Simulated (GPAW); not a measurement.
**CsPbCl3 and the effect of the functional**

```cif
data_structure
_symmetry_space_group_name_H-M 'Pm-3m'
_symmetry_Int_Tables_number 221
_cell_length_a 5.6050
_cell_length_b 5.6050
_cell_length_c 5.6050
_cell_angle_alpha 90.000
_cell_angle_beta 90.000
_cell_angle_gamma 90.000
_cell_volume 176.09
loop_
_atom_site_label
_atom_site_type_symbol
_atom_site_symmetry_multiplicity
_atom_site_Wyckoff_symbol
_atom_site_fract_x
_atom_site_fract_y
_atom_site_fract_z
_atom_site_occupancy
Pb1 Pb 1 b 0.50000 0.50000 0.50000 1
Cs1 Cs 1 a 0.00000 0.00000 0.00000 1
Cl1 Cl 3 c 0.50000 0.00000 0.50000 1
```

The cell comes from a database or a generator and needn't be the form met in nature.

Kept alike: task optical spectrum; k mesh 4 × 4 × 4; occupations fermi-dirac, width 0.001 eV; no spin polarisation. Program: GPAW, potentials by row: PAW data sets generated for this functional (AM05, PBEsol); the program's PAW data sets (release 1.2.1) made for this functional (LDA, RPBE); GPAW PAW data sets (gpaw-data 1.2.1) (PBE), cutoff 450 eV. The mesh is that of the run's cell of 5 atoms. No spin-orbit coupling.

| functional | band gap (eV) |
| --- | --- |
| AM05 | 1.820 |
| LDA | 1.678 |
| PBE | 1.868 |
| PBEsol | 1.737 |
| RPBE | 1.988 |

Spin-orbit coupling, left out here, moves the band edges of heavy atoms and can close or invert small gaps. Runs of this series that gave no sound value for these columns are left out. A gap read on the mesh alone can miss an edge between its points.

Problem. What does the functional change here?

Solution. The band gap runs from 1.678 (LDA) to 1.988 eV (RPBE). From PBE: AM05 -0.048; LDA -0.190; PBEsol -0.131; RPBE +0.120.
